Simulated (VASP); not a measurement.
An input for Quantum ESPRESSO's pw.x (written as the equivalent of a VASP run, and not itself run):

```
&CONTROL
  calculation = 'scf'
  pseudo_dir = './pseudo'
  outdir = './out'
  tprnfor = .true.
  tstress = .true.
/
&SYSTEM
  ibrav = 0
  nat = 5
  ntyp = 2
  ecutwfc = 82.3
  occupations = 'smearing'
  smearing = 'gaussian'
  degauss = 0.003675
  input_dft = 'pbe'
/
&ELECTRONS
  conv_thr = 7.3e-08
  electron_maxstep = 100
/
ATOMIC_SPECIES
  Sb 121.760 Sb.upf
  Te 127.600 Te.upf
CELL_PARAMETERS angstrom
     2.1151610    1.2211890   10.4113420
    -2.1151610    1.2211890   10.4113420
     0.0000000   -2.4423780   10.4113420
ATOMIC_POSITIONS crystal
  Sb   0.6042000  0.6042000  0.6042000
  Sb   0.3958000  0.3958000  0.3958000
  Te   0.7825430  0.7825430  0.7825430
  Te   0.2174570  0.2174570  0.2174570
  Te   0.0000000  0.0000000  0.0000000
K_POINTS automatic
  4 4 4 0 0 0
```

**Question.** Translate this input to VASP (INCAR, KPOINTS, POSCAR, choice of POTCAR).

**Answer.** Several could match; the one computed here: 
KPOINTS:
```
Automatic mesh
0
Gamma
4 4 4
0 0 0
```

### POSCAR
```
Sb2Te3
1
    2.1151610000     1.2211890000    10.4113420000
   -2.1151610000     1.2211890000    10.4113420000
    0.0000000000    -2.4423780000    10.4113420000
Sb Te
2 3
Direct
  0.6042000000   0.6042000000   0.6042000000
  0.3958000000   0.3958000000   0.3958000000
  0.7825430000   0.7825430000   0.7825430000
  0.2174570000   0.2174570000   0.2174570000
  0.0000000000   0.0000000000   0.0000000000
```

INCAR:
```
LASPH = .TRUE.
GGA = PE   ! PBE
NELM = 100
EDIFF = 1E-6   ! SCF stop (eV)
ALGO = Normal
LWAVE = .FALSE.
LMAXMIX = 4   ! l cut-off of mixed one-centre charges
LCHARG = .FALSE.
SYSTEM = Sb2Te3
ISMEAR = 0
ENCUT = 300
PREC = Accurate
ISIF = 2   ! forces and stress, cell fixed
SIGMA = 0.05
LREAL = .FALSE.   ! projection in real space or not
```

POTCAR, in this order: Sb Te (PBE.64 set). Program: vasp_std.

What does not carry over: the potentials are each code's own (VASP's PAW set, PseudoDojo norm-conserving files in pw.x), so ENCUT and ecutwfc are chosen apart and not converted; conv_thr bounds pw.x's estimated SCF error, while EDIFF bounds the energy change between steps.

The structure comes from a computed database's Sb2Te3 entry; how it stands against other phases isn't given here. The cell was not relaxed at this level. The k-mesh is coarse (spacing up to 0.43 per Å, 2π included), so the numbers may not be converged in it.
